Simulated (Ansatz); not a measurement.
Density of states of Se (P3_221, a = 4.498 Å, b = 4.498 Å, c = 4.996 Å, α = 90.00°, β = 90.00°, γ = 120.00°), in states per eV and primitive cell, averaged over bins of 0.5 eV. All numbers below come from Ansatz, DFT r2SCAN, scalar-relativistic, plane waves, PAW.

Plane waves to 500 eV, a k mesh through Γ of 6×6×6 on the computed 3-atom cell and Gaussian smearing (0.02 eV); no spin polarisation.

The cell is relaxed at this level. The states (both spins) are summed by tetrahedra on a 9×9×9 mesh at the self-consistent density. Energies are bin centres; the table starts no lower than −8 eV and ends at 6 eV, or lower where the solved bands end.

The gap is 1.31 eV at this level, with the zero inside it.

```csv
E − E_F (eV),total,Se 4p,Se 4s
-6.20,1.40,1.36,0.02
-5.70,3.49,3.35,0.11
-5.20,2.55,2.38,0.14
-4.70,1.51,1.39,0.11
-4.20,2.59,2.38,0.19
-3.70,0.46,0.42,0.03
-3.20,1.11,1.03,0.06
-2.70,2.38,2.25,0.09
-2.20,3.44,3.28,0.11
-1.70,2.32,2.25,0.04
-1.20,2.28,2.20,0.06
-0.70,0.48,0.45,0.02
-0.20,0.00,0.00,0.00
0.30,0.00,0.00,0.00
0.80,0.23,0.20,0.02
1.30,2.90,2.54,0.20
1.80,2.96,2.62,0.16
2.30,3.21,2.93,0.10
2.80,1.99,1.84,0.05
3.30,0.71,0.67,0.01
3.80,0.00,0.00,0.00
4.30,0.00,0.00,0.00
4.80,0.00,0.00,0.00
5.30,0.05,0.00,0.00
```

The columns after the total are the Löwdin projections on the occupied valence shells of the potentials. The rest of the total lies in shells that are empty in the free atom, which aren't projected, and between the atoms.

The cell holds chains, and where no dispersion correction was added their binding is poorly described.

Cost: 1 run of about 1.6 core-minutes, on Arm Neoverse V2 (shared hosts).